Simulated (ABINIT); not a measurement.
# BaZrO3 (Pm-3m) in ABINIT: single point with PBE

Aim: the single point of BaZrO3 with PBE.

Program: ABINIT 10.8.3 (patched build). These are calculated values, not measurements. Logs are shortened: lines on timing, memory, paths and dates and some standing lists are left out, and cuts for length are marked. The log counts tension as positive stress, the text compression.

**1. Starting point**

Symmetry: Pm-3m, No. 221, cubic system. Conventional cell: a = 4.191 Å, b = 4.191 Å, c = 4.191 Å, α = 90.00°, β = 90.00°, γ = 90.00°. Ba (site symmetry m-3m) has 12 O at 2.96 Å as nearest neighbours. Zr (site symmetry m-3m) has 6 O at 2.10 Å as nearest neighbours. O (site symmetry 4/mmm) has 2 Zr at 2.10 Å as nearest neighbours.

**2. Single point, PBE**

run.abi

```
# Pseudopotentials
pp_dirpath "./"
pseudos "Ba.upf, Zr.upf, O.upf"

# Structure
acell 4.19134 4.19134 4.19134 Angstrom
rprim
     1.0000000000     0.0000000000     0.0000000000
     0.0000000000     1.0000000000     0.0000000000
     0.0000000000     0.0000000000     1.0000000000
ntypat 3
znucl 56 40 8
natom 5
typat 1 2 3 3 3
xcart
     0.0000000000     0.0000000000     0.0000000000
     2.0956700000     2.0956700000     2.0956700000
     2.0956700000     2.0956700000     0.0000000000
     2.0956700000     0.0000000000     2.0956700000
     0.0000000000     2.0956700000     2.0956700000 Angstrom

# Plane-wave basis
ecut 35.0

# k points
kptopt 1
ngkpt 4 4 4
nshiftk 1
shiftk 0.0 0.0 0.0

# Exchange and correlation
ixc 11

# Bands and occupations
nband 24
occopt 3
tsmear 0.00183747

# SCF cycle
nstep 100
tolvrs 1.0e-10

# Output
iomode 3
prtwf 0
prtden 0
prteig 0
prtebands 0
enunit 2
```

Potentials or basis: PseudoDojo NC SR PBE v0.4.1 standard.

On the command line:

```bash
$ abinit run.abi > log 2>&1
```

run.abo:

```text
.Version 10.8.3 of ABINIT
 Symmetries : space group Pm -3 m (#221); Bravais cP (primitive cubic)
================================================================================
 Values of the parameters that define the memory need of the present run
     intxc =       0    ionmov =       0      iscf =       7    lmnmax =       6
     lnmax =       6     mgfft =      45  mpssoang =       3    mqgrid =    3001
     natom =       5  nloc_mem =       1    nspden =       1   nspinor =       1
    nsppol =       1      nsym =      48    n1xccc =    2501    ntypat =       3
    occopt =       3   xclevel =       2
       mpw =        4943          nfft =       91125          nkpt =          10
================================================================================
================================================================================

--------------------------------------------------------------------------------
------------- Echo of variables that govern the present computation ------------
--------------------------------------------------------------------------------
 -outvars: echo values of preprocessed input variables --------
            acell      7.9204847006E+00  7.9204847006E+00  7.9204847006E+00 Bohr
              amu      1.37327000E+02  9.12240000E+01  1.59994000E+01
             ecut      3.50000000E+01 Hartree
           enunit           2
              ixc          11
         kptrlatt        4    0    0      0    4    0      0    0    4
          kptrlen      3.16819388E+01
            natom           5
            nband          24
            ngfft          45      45      45
             nkpt          10
            nstep         100
             nsym          48
           ntypat           3
           occopt           3
           prtden           0
        prtebands           0
           prteig           0
            prtwf           0
          spgroup         221
           tolvrs      1.00000000E-10
           tsmear      1.83747000E-03 Hartree
            typat      1  2  3  3  3
           xangst      0.0000000000E+00  0.0000000000E+00  0.0000000000E+00
                       2.0956700000E+00  2.0956700000E+00  2.0956700000E+00
                       2.0956700000E+00  2.0956700000E+00  0.0000000000E+00
                       2.0956700000E+00  0.0000000000E+00  2.0956700000E+00
                       0.0000000000E+00  2.0956700000E+00  2.0956700000E+00
            xcart      0.0000000000E+00  0.0000000000E+00  0.0000000000E+00
                       3.9602423503E+00  3.9602423503E+00  3.9602423503E+00
                       3.9602423503E+00  3.9602423503E+00  0.0000000000E+00
                       3.9602423503E+00  0.0000000000E+00  3.9602423503E+00
                       0.0000000000E+00  3.9602423503E+00  3.9602423503E+00
             xred      0.0000000000E+00  0.0000000000E+00  0.0000000000E+00
                       5.0000000000E-01  5.0000000000E-01  5.0000000000E-01
                       5.0000000000E-01  5.0000000000E-01  0.0000000000E+00
                       5.0000000000E-01  0.0000000000E+00  5.0000000000E-01
                       0.0000000000E+00  5.0000000000E-01  5.0000000000E-01
            znucl       56.00000   40.00000    8.00000

================================================================================

 chkinp: Checking input parameters for consistency.

================================================================================
== DATASET  1 ==================================================================

--- !DatasetInfo
iteration_state: {dtset: 1, }
dimensions: {natom: 5, nkpt: 10, mband: 24, nsppol: 1, nspinor: 1, nspden: 1, mpw: 4943, }
cutoff_energies: {ecut:  35.0, pawecutdg:  -1.0, }
electrons: {nelect:   4.00000000E+01, charge:   0.00000000E+00, occopt:   3.00000000E+00, tsmear:   1.83747000E-03, }
meta: {optdriver: 0, ionmov: 0, optcell: 0, iscf: 7, paral_kgb: 0, }
...

 Exchange-correlation functional for the present dataset will be:
  GGA: Perdew-Burke-Ernzerhof functional - ixc=11
  J.P.Perdew, K.Burke, M.Ernzerhof, PRL 77, 3865 (1996)

 Real(R)+Recip(G) space primitive vectors, cartesian coordinates (Bohr,Bohr^-1):
 R(1)=  7.9204847  0.0000000  0.0000000  G(1)=  0.1262549  0.0000000  0.0000000
 R(2)=  0.0000000  7.9204847  0.0000000  G(2)=  0.0000000  0.1262549  0.0000000
 R(3)=  0.0000000  0.0000000  7.9204847  G(3)=  0.0000000  0.0000000  0.1262549
 Unit cell volume ucvol=  4.9688430E+02 bohr^3
 Angles (23,13,12)=  9.00000000E+01  9.00000000E+01  9.00000000E+01 degrees

[... 74 lines left out ...]
- [ -0.00000000E+00,  -0.00000000E+00,  -0.00000000E+00, ]
- [ -0.00000000E+00,  -0.00000000E+00,  -0.00000000E+00, ]
- [ -0.00000000E+00,  -0.00000000E+00,  -0.00000000E+00, ]
- [ -0.00000000E+00,  -0.00000000E+00,  -0.00000000E+00, ]
- [ -0.00000000E+00,  -0.00000000E+00,  -0.00000000E+00, ]
force_length_stats: {min:   0.00000000E+00, max:   0.00000000E+00, mean:   0.00000000E+00, }
...

 Integrated electronic density in atomic spheres:
 ------------------------------------------------
 Atom  Sphere_radius  Integrated_density
    1        2.00000          5.27664835
    2        2.00000          8.30526396
    3        2.00000          6.24476896
    4        2.00000          6.24476896
    5        2.00000          6.24476896
================================================================================

 ----iterations are completed or convergence reached----

 Mean square residual over all n,k,spin=   30.722E-07; max=  40.908E-05
 reduced coordinates (array xred) for    5 atoms
       0.000000000000      0.000000000000      0.000000000000
       0.500000000000      0.500000000000      0.500000000000
       0.500000000000      0.500000000000      0.000000000000
       0.500000000000      0.000000000000      0.500000000000
       0.000000000000      0.500000000000      0.500000000000
 rms dE/dt=  0.0000E+00; max dE/dt=  0.0000E+00; dE/dt below (all hartree)
    1       0.000000000000      0.000000000000      0.000000000000
    2       0.000000000000      0.000000000000      0.000000000000
    3       0.000000000000      0.000000000000      0.000000000000
    4       0.000000000000      0.000000000000      0.000000000000
    5       0.000000000000      0.000000000000      0.000000000000

 cartesian coordinates (angstrom) at end:
    1      0.00000000000000     0.00000000000000     0.00000000000000
    2      2.09567000000000     2.09567000000000     2.09567000000000
    3      2.09567000000000     2.09567000000000     0.00000000000000
    4      2.09567000000000     0.00000000000000     2.09567000000000
    5      0.00000000000000     2.09567000000000     2.09567000000000

 cartesian forces (hartree/bohr) at end:
    1     -0.00000000000000    -0.00000000000000    -0.00000000000000
    2     -0.00000000000000    -0.00000000000000    -0.00000000000000
    3     -0.00000000000000    -0.00000000000000    -0.00000000000000
    4     -0.00000000000000    -0.00000000000000    -0.00000000000000
    5     -0.00000000000000    -0.00000000000000    -0.00000000000000
 frms,max,avg= 0.0000000E+00 0.0000000E+00   0.000E+00  0.000E+00  0.000E+00 h/b

 cartesian forces (eV/Angstrom) at end:
    1     -0.00000000000000    -0.00000000000000    -0.00000000000000
    2     -0.00000000000000    -0.00000000000000    -0.00000000000000
    3     -0.00000000000000    -0.00000000000000    -0.00000000000000
    4     -0.00000000000000    -0.00000000000000    -0.00000000000000
    5     -0.00000000000000    -0.00000000000000    -0.00000000000000
 frms,max,avg= 0.0000000E+00 0.0000000E+00   0.000E+00  0.000E+00  0.000E+00 e/A
 length scales=  7.920484700562  7.920484700562  7.920484700562 bohr
              =  4.191340000000  4.191340000000  4.191340000000 angstroms
 Fermi (or HOMO) energy (hartree) =   0.29609   Average Vxc (hartree)=  -0.40394
 Eigenvalues (hartree) for nkpt=  10  k points:
 kpt#   1, nband= 24, wtk=  0.01563, kpt=  0.0000  0.0000  0.0000 (reduced coord)
  -1.49175   -0.69310   -0.68932   -0.68932   -0.68932   -0.36309   -0.35276   -0.35276
  -0.14634   -0.14634   -0.14634    0.18306    0.18306    0.18306    0.19991    0.19991
   0.19991    0.22832    0.22832    0.22832    0.35416    0.35416    0.35416    0.40911
      occupation numbers for kpt#   1
   2.00000    2.00000    2.00000    2.00000    2.00000    2.00000    2.00000    2.00000
   2.00000    2.00000    2.00000    2.00000    2.00000    2.00000    2.00000    2.00000
   2.00000    2.00000    2.00000    2.00000    0.00000    0.00000    0.00000    0.00000
 prteigrs : prtvol=0 or 1, do not print more k-points.

 Fermi (or HOMO) energy (eV) =   8.05699   Average Vxc (eV)= -10.99189
 Eigenvalues (   eV  ) for nkpt=  10  k points:
 kpt#   1, nband= 24, wtk=  0.01563, kpt=  0.0000  0.0000  0.0000 (reduced coord)
 -40.59252  -18.86011  -18.75746  -18.75746  -18.75746   -9.88024   -9.59921   -9.59921
  -3.98204   -3.98204   -3.98204    4.98124    4.98124    4.98124    5.43975    5.43975
   5.43975    6.21278    6.21278    6.21278    9.63710    9.63710    9.63710   11.13236
 prteigrs : prtvol=0 or 1, do not print more k-points.

--- !EnergyTerms
iteration_state     : {dtset: 1, }
comment             : Components of total free energy in Hartree
kinetic             :  5.41863236060473E+01
hartree             :  2.48106627652487E+01
xc                  : -2.94073148219176E+01
Ewald energy        : -9.89944784172203E+01
psp_core            :  5.16310209714224E+00
local_psp           : -8.55941112295435E+01
non_local_psp       :  1.15252548941391E+00
internal            : -1.28683290510829E+02
'-kT*entropy'       :  3.13318366511768E-15
total_energy        : -1.28683290510829E+02
total_energy_eV     : -3.50165072149396E+03
band_energy         : -8.38837268874560E+00
...

 Cartesian components of stress tensor (hartree/bohr^3)
  sigma(1 1)= -1.07968141E-04  sigma(3 2)=  0.00000000E+00
  sigma(2 2)= -1.07968141E-04  sigma(3 1)=  0.00000000E+00
  sigma(3 3)= -1.07968141E-04  sigma(2 1)=  0.00000000E+00

-Cartesian components of stress tensor (GPa)         [Pressure=  3.1765E+00 GPa]
- sigma(1 1)= -3.17653237E+00  sigma(3 2)=  0.00000000E+00
- sigma(2 2)= -3.17653237E+00  sigma(3 1)=  0.00000000E+00
- sigma(3 3)= -3.17653237E+00  sigma(2 1)=  0.00000000E+00

== END DATASET(S) ==============================================================
================================================================================

 -outvars: echo values of variables after computation  --------
            acell      7.9204847006E+00  7.9204847006E+00  7.9204847006E+00 Bohr
           etotal     -1.2868329051E+02
            fcart     -0.0000000000E+00 -0.0000000000E+00 -0.0000000000E+00
                      -0.0000000000E+00 -0.0000000000E+00 -0.0000000000E+00
                      -0.0000000000E+00 -0.0000000000E+00 -0.0000000000E+00
                      -0.0000000000E+00 -0.0000000000E+00 -0.0000000000E+00
                      -0.0000000000E+00 -0.0000000000E+00 -0.0000000000E+00
           strten     -1.0796814070E-04 -1.0796814070E-04 -1.0796814070E-04
                       0.0000000000E+00  0.0000000000E+00  0.0000000000E+00
           xangst      0.0000000000E+00  0.0000000000E+00  0.0000000000E+00
                       2.0956700000E+00  2.0956700000E+00  2.0956700000E+00
                       2.0956700000E+00  2.0956700000E+00  0.0000000000E+00
                       2.0956700000E+00  0.0000000000E+00  2.0956700000E+00
                       0.0000000000E+00  2.0956700000E+00  2.0956700000E+00
             xred      0.0000000000E+00  0.0000000000E+00  0.0000000000E+00
                       5.0000000000E-01  5.0000000000E-01  5.0000000000E-01
                       5.0000000000E-01  5.0000000000E-01  0.0000000000E+00
                       5.0000000000E-01  0.0000000000E+00  5.0000000000E-01
                       0.0000000000E+00  5.0000000000E-01  5.0000000000E-01
 Calculation completed.
```

Run time: 37 s. Hardware: 1 thread of Arm Neoverse V2, shared host; peak memory 0.09 GiB.

Results:

- Free energy: -3501.6507 eV
- Band gap on the k mesh: 3.21 eV, indirect (least direct gap 3.42 eV)
- Valence electrons inside the program's atomic spheres: Ba 5.28; Zr 8.31; O 6.24

Levels at points of the mesh, in eV from the valence-band top:
| k point | band 18 | band 19 | band 20 | band 21 | band 22 | band 23 |
| --- | --- | --- | --- | --- | --- | --- |
| (0.00, 0.00, 0.00) | -0.21 | -0.21 | -0.21 | 3.21 | 3.21 | 3.21 |
| (0.50, 0.00, 0.00) | -1.65 | -0.44 | -0.44 | 3.64 | 5.71 | 5.71 |
| (0.50, 0.50, 0.00) | -0.91 | -0.78 | -0.06 | 5.69 | 5.69 | 6.49 |
| (0.50, 0.50, 0.50) | 0.00 | 0.00 | 0.00 | 6.04 | 6.04 | 6.04 |

Caveat: the cutoff is too short for stress, so the log's stress isn't used; this set's barium file shifts pressures by 1 GPa against other sets; this release of the barium file is off; spin-orbit coupling is left out, which moves the levels of the heavy elements. A k mesh can miss the band edges.
